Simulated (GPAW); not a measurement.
Crystal: AlN.

```xyz
2
Lattice="0.0000 2.1840 2.1840 2.1840 0.0000 2.1840 2.1840 2.1840 0.0000" Properties=species:S:1:pos:R:3 pbc="T T T"
Al    0.0000    0.0000    0.0000
N     1.0920    1.0920    1.0920
```

Measurements of this composition are mostly on another form, of space group No. 186.

Base run:

- Program: GPAW 26.7.0
- Functional: HSE06
- Potentials or basis: GPAW PAW data sets (gpaw-data 1.2.1)
- Cutoff: 600 eV
- Basis: pw
- k mesh: 8 × 8 × 8
- Occupations: fermi-dirac, width 0.05 eV
- Spin: no spin polarisation

Its results: band gap on the k mesh 4.61 eV, indirect (least direct gap 5.60 eV).

The run is repeated on the same cell with these changes: functional from HSE06 to BHandHLYP; k mesh from 8 × 8 × 8 to 5 × 5 × 5. What comes out?

Band gap on the k mesh 8.38 eV, indirect (least direct gap 8.86 eV).

Several settings changed at once, so the effect can't be laid on one alone.

Caveats: some runs use coarse meshes; an odd mesh through Γ misses points on the zone boundary, where band edges often lie (some runs).
